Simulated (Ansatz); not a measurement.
System: fluorite SrF2. Method: r²SCAN (plane waves, PAW; Ansatz, a program for electronic structure).

Numerical settings: plane-wave cutoff 560 eV, 10×10×10 k mesh, Fermi–Dirac smearing 0.01 eV, scalar-relativistic PAW data made under PBE.

A third-order Birch–Murnaghan fit to the energies gives V0 = 16.177 Å³/atom, B0 = 74.2 GPa, B′ = 4.6.

| V (Å³/atom) | P (GPa) |
|---|---|
| 15.206 | ___ |
| 15.529 | 3.33 |
| 15.853 | ___ |
| 16.177 | 0.00 |
| 16.500 | -1.41 |
| 16.824 | -2.66 |
| 17.147 | ___ |

Task: Estimate the withheld pressures from this fit; the answers are the runs' own values.

Result: 
- 15.206, P (GPa): 5.31
- 15.853, P (GPa): 1.57
- 17.147, P (GPa): -3.78

The formula P = (3/2) B0 (x^(7/3) − x^(5/3)) [1 + (3/4)(B′ − 4)(x^(2/3) − 1)] with x = V0/V meets the computed pressures within 0.02 GPa when these rounded values are put in.

Measured, for comparison: bulk modulus 69 GPa (temperature not stated, not corrected to a static lattice; as tabulated in On the Morphology of Group II Metal Fluoride Nanocrystals at Finite Temperature …). Computed (rounded) less measured: bulk modulus +8 %. A static lattice is as a rule a little smaller and stiffer than an uncorrected measurement, which can account for part of this.

Computed values are for the static lattice.

It cost very roughly 50 core-seconds of CPU time.
